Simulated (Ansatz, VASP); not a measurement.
# Ge in VASP and in Ansatz

POSCAR

```
Ge
1.0
    0.0000000000      2.8374271074      2.8374271074
    2.8374271074      0.0000000000      2.8374271074
    2.8374271074      2.8374271074      0.0000000000
Ge
2
Direct
    0.5000000000      0.5000000000      0.5000000000
    0.7500000000      0.7500000000      0.7500000000
```

INCAR.step1

```
SYSTEM = Ge
PREC     = Accurate       ! precision mode
ENCUT    = 520            ! plane-wave cutoff, eV
ISMEAR   = 0              ! smearing method
SIGMA    = 0.1            ! smearing width, eV
LREAL    = .FALSE.        ! projectors in reciprocal space
LASPH    = .TRUE.         ! aspherical terms in the spheres
NELM     = 80             ! most SCF steps
NBANDS   = 21             ! bands
GGA      = PE             ! functional
ALGO     = Normal         ! electronic algorithm
EDIFF    = 1E-4           ! SCF threshold, eV
LWAVE    = .TRUE.         ! write WAVECAR
LCHARG   = .FALSE.        ! write CHGCAR
```

The input INCAR.step2:

```
SYSTEM = Ge
PREC     = Accurate       ! precision mode
ENCUT    = 520            ! plane-wave cutoff, eV
EDIFF    = 1E-6           ! SCF threshold, eV
ISMEAR   = 0              ! smearing method
SIGMA    = 0.1            ! smearing width, eV
LREAL    = .FALSE.        ! projectors in reciprocal space
LASPH    = .TRUE.         ! aspherical terms in the spheres
NELM     = 80             ! most SCF steps
ALGO     = Normal         ! electronic algorithm
ISIF     = 2              ! what is computed and relaxed
LWAVE    = .FALSE.        ! write WAVECAR
LCHARG   = .FALSE.        ! write CHGCAR
METAGGA  = R2SCAN         ! meta-GGA
LMIXTAU  = .TRUE.       
NBANDS   = 21             ! bands
ISTART   = 1
```

The input KPOINTS:

```
regular mesh
0
G
  6 6 6
  0 0 0
```

Input for Ansatz:

```yaml
crystal:
  lattice:
    - [0.0, 2.8374271074, 2.8374271074]
    - [2.8374271074, 0.0, 2.8374271074]
    - [2.8374271074, 2.8374271074, 0.0]
  atoms:
    - { symbol: Ge, position: [0.5, 0.5, 0.5] }
    - { symbol: Ge, position: [0.75, 0.75, 0.75] }
basis:
  ecutwfc: 500
kpoints:
  mp_grid: { grid: [6, 6, 6] }
hamiltonian:
  xc: r2scan
scf:
  occupations: { method: gaussian, width: 0.1 }
output:
  forces: true
  stress: true
  eigenvalues: true
```

Alike in both runs: task single point; functional r2SCAN; k mesh 6 × 6 × 6; occupations gaussian, width 0.1 eV; no spin polarisation.

```csv
,VASP,Ansatz
version,VASP 6.6.1,Ansatz 0.2.0
potentials or method,"VASP PAW PBE potentials, release 64 (Ge_d)","scalar-relativistic, plane waves, PAW"
plane-wave cutoff (eV),520,500
valence electrons in the cell,28,28
```

|  | VASP | Ansatz | Ansatz less VASP |
| --- | --- | --- | --- |
| gap on the k mesh at the Fermi level (eV) | 0.32 | 0.36 | +0.039 |
| least direct gap on the mesh (eV) | 0.32 | 0.36 | +0.039 |
| pressure (GPa) | -0.1 | -0.1 | -0.05 |

Caveats: the PAW data sets were made with another functional, which shifts forces and pressure a little (VASP).
